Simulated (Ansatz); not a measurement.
**AlNi under changes of volume**

One of the cells (11.956 Å³/atom); the others are scaled copies at fixed shape and fractional positions:

```xyz
2
Lattice="2.8810 0.0000 0.0000 0.0000 2.8810 0.0000 0.0000 0.0000 2.8810" Properties=species:S:1:pos:R:3 pbc="T T T"
Ni    1.4405    1.4405    1.4405
Al    0.0000    0.0000    0.0000
```

```yaml
Program: Ansatz 0.2.0
Functional: r2SCAN
Potentials_or_basis: Ansatz PAW
Cutoff: "500 eV (not typed: the program's choice for these potentials)"
k_mesh: 9 × 9 × 9
Occupations: fermi-dirac, width 0.05 eV
Spin: collinear spin, ferromagnetic start
Starting_moments: "[1.0, 0.0] μB"
```

```tsv
volume (Å³/atom)	energy over the lowest point (meV/atom)	pressure (GPa)
11.239	12.20	8.3
11.478	3.07	4.0
11.717	0.00	0.2
11.956	2.36	-3.2
12.196	9.59	-6.3
12.435	?	?
12.674	36.74	-11.6
```

Task: What does the run at 12.435 Å³/atom give?

Result: Energy over the lowest point 21.20 meV/atom; pressure -9.1 GPa.

Worked out: A Birch-Murnaghan fit of order 3 (a polynomial in V^(-2/3)) to the other rows has its minimum at 11.73 Å³/atom with B0 = V·E''(V) = 177 GPa and B' = 4.3. It gives 21.21 meV/atom at 12.435 Å³/atom, against the run's 21.20, and -dE/dV = -9.1 GPa, against -9.1.

Energies are extrapolated to zero smearing.

Caveats: the magnetic or orbital state may not be the lowest; the PAW data sets come from PBE, with cores solved anew for the run's functional, which leaves a small shift of forces and pressure; the starting moments weren't kept.
